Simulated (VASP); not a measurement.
Set up this calculation in VASP 6.6.1, as the native input.

```
Task                   : relaxation of cell and atoms
Functional             : PBEsol
Potentials or basis    : VASP PAW PBE potentials, release 64 (Ti_sv, Pb_d, O)
Cutoff                 : 600 eV
k mesh                 : 8 × 8 × 8
Occupations            : gaussian, width 0.03 eV
Spin                   : no spin polarisation
Further INCAR settings : ALGO = Normal; EDIFF = 1e-06; IBRION = 2; EDIFFG = -0.01; NSW = 90; ISIF = 3
```

The structure of TiPbO3 lies in POSCAR:

```
TiPbO3
1.0
    3.8992000000      0.0000000000      0.0000000000
    0.0000000000      3.8992000000      0.0000000000
    0.0000000000      0.0000000000      4.1499000000
Ti Pb O
1 1 3
Direct
    0.5000000000      0.5000000000      0.5382000000
    0.0000000000      0.0000000000      0.0000000000
    0.5000000000      0.5000000000      0.1130000000
    0.5000000000      0.0000000000      0.6150000000
    0.0000000000      0.5000000000      0.6150000000
```

The input as run:

INCAR

```
PREC = Accurate
ENCUT = 600
EDIFF = 1E-6
ISMEAR = 0
SIGMA = 0.03
LREAL = False
LASPH = True
NELM = 80
ALGO = Normal
ISIF = 3
LWAVE = False
LCHARG = False
GGA = PS
IBRION = 2
NSW = 90
EDIFFG = -0.01
KPAR = 2
```

KPOINTS

```
regular mesh
0
Gamma
  8 8 8
```

Potentials or basis: VASP PAW PBE potentials, release 64 (Ti_sv, Pb_d, O).

The run is started by

```sh
$ cat potpaw_PBE.64/Ti_sv/POTCAR potpaw_PBE.64/Pb_d/POTCAR potpaw_PBE.64/O/POTCAR > POTCAR
$ mpirun -np 2 vasp_std > vasp.out
```

It gave:

The relaxed volume is 12.52 Å³/atom. The relaxed cell is a = 3.881 Å, b = 3.881 Å, c = 4.157 Å, α = 90.00°, β = 90.00°, γ = 90.00°, the space group after relaxing (to 0.05 Å) is P4mm (No. 99) and the energy gained by relaxing is 1.1 meV/atom. The ionic steps are 7. The pressure after relaxing is 0.0 GPa and the largest force after relaxing is 0.007 eV/Å. The band gap on the k mesh is 1.64 eV, indirect (least direct gap 2.11 eV).

Caveat: the PAW data sets were made with another functional, which shifts forces and pressure a little; spin-orbit coupling is left out, which as a rule narrows the gap of such compounds by several tenths of an eV.

It took 2.3 min on 2 MPI ranks on Intel(R) Xeon(R) 6975P-C (Granite Rapids) (shared host), peak memory 0.29 GiB a rank.
